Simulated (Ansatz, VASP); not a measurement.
## Two plane-wave programs on Be2C

```
Be C
1.0
     0.00000    2.16500    2.16500
     2.16500    0.00000    2.16500
     2.16500    2.16500    0.00000
Be C
2 1
Direct
  0.25000 0.25000 0.25000
  0.75000 0.75000 0.75000
  0.00000 0.00000 0.00000
```

Alike in both runs: task single point; functional PBE; k mesh 8 × 8 × 8; occupations gaussian, width 0.1 eV; no spin polarisation.

|  | VASP | Ansatz |
| --- | --- | --- |
| version | VASP 6.6.1 | Ansatz 0.2.0 |
| potentials or method | VASP PAW PBE potentials, release 64 (Be, C) | scalar-relativistic, plane waves, PAW |
| plane-wave cutoff (eV) | 520 | 420 |
| valence electrons in the cell | 8 | 8 |

|  | VASP | Ansatz | Ansatz less VASP |
| --- | --- | --- | --- |
| gap on the k mesh at the Fermi level (eV) | 1.16 | 1.17 | +0.013 |
| least direct gap on the mesh (eV) | 4.13 | 4.13 | +0.009 |
| pressure (GPa) | 0.2 | -0.2 | -0.40 |

The functional is the same, so the differences come from potentials, cutoffs and numerics.

A k mesh can miss the band edges. Expect the measured gap to be larger: semilocal functionals such as PBE lack the derivative discontinuity.
